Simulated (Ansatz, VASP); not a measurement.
**AlCu in VASP and in Ansatz**

```
Al Cu
1.0
     3.07540    0.00000    0.00000
     0.00000    3.07540    0.00000
     0.00000    0.00000    3.07540
Al Cu
1 1
Direct
  0.00000 0.00000 0.00000
  0.50000 0.50000 0.50000
```

The cell comes from a database or a generator and needn't be the stable form of this composition.

Alike in both runs: task single point; functional PBEsol; k mesh 10 × 10 × 10; no spin polarisation.

|  | VASP | Ansatz |
| --- | --- | --- |
| version | VASP 6.6.1 | Ansatz 0.2.0 |
| potentials or method | VASP PAW PBE potentials, release 64 (Al, Cu) | plane waves, PAW |
| plane-wave cutoff (eV) | 520 | 500 |
| occupations | methfessel-paxton of order 1, width 0.1 eV | methfessel-paxton of order 1 |
| valence electrons in the cell | 14 | 22 |

```csv
,VASP,Ansatz,Ansatz less VASP
pressure (GPa),-10.0,-11.0,-1.07
```

The two sets of potentials don't hold the same shells in valence.

Caveats: the PAW data sets were made with another functional, which shifts forces and pressure a little (VASP).
